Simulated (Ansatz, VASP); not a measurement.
**Two plane-wave programs on AlCu**

```
Al Cu
1.0
     2.99751    0.00000    0.00000
     0.00000    2.99751    0.00000
     0.00000    0.00000    2.99751
Al Cu
1 1
Direct
  0.00000 0.00000 0.00000
  0.50000 0.50000 0.50000
```

The cell comes from a database or a generator and needn't be the stable form of this composition.

Alike in both runs: task single point; functional PBEsol; k mesh 8 × 8 × 8; occupations fermi-dirac, width 0.05 eV; no spin polarisation.

|  | VASP | Ansatz |
| --- | --- | --- |
| version | VASP 6.6.1 | Ansatz 0.2.0 |
| potentials or method | VASP PAW PBE potentials, release 64 (Al, Cu) | plane waves, PAW |
| plane-wave cutoff (eV) | 520 | 500 |
| valence electrons in the cell | 14 | 22 |

```csv
,VASP,Ansatz,Ansatz less VASP
pressure (GPa),-4.0,-4.8,-0.80
```

The functional is the same, so the differences come from potentials, cutoffs and numerics. The two sets of potentials don't hold the same shells in valence.

Caveats: the PAW data sets were made with another functional, which shifts forces and pressure a little (VASP).
